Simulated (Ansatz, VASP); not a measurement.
# Sb: VASP beside Ansatz

```
Sb
1.0
    -1.58698    1.58698    2.72990
     1.58698   -1.58698    2.72990
     1.58698    1.58698   -2.72990
Sb
1
Direct
  0.00000 0.00000 0.00000
```

Change from the starting cell: volume scaled by 1.02.

Alike in both runs: task single point; functional PBE; k mesh 12 × 12 × 12; occupations fermi-dirac, width 0.05 eV; no spin polarisation.

```csv
,VASP,Ansatz
version,VASP 6.6.1,Ansatz 0.2.0
potentials or method,"VASP PAW PBE potentials, release 64 (Sb), cutoff 520 eV","all-electron LAPW, scalar-relativistic"
```

```csv
,VASP,Ansatz,Ansatz less VASP
gap on the k mesh at the Fermi level (eV),none,none,-
pressure (GPa),0.4,0.5,+0.12
largest component of the traceless stress (GPa),0.33,0.32,-0.011
```

A gap of «none» marks a metal or a gap that the smearing closes. Ansatz ran all-electron here, so the differences hold the error of VASP's frozen core and of both bases.

The runs have no spin-orbit coupling, so splittings on Sb are missing.
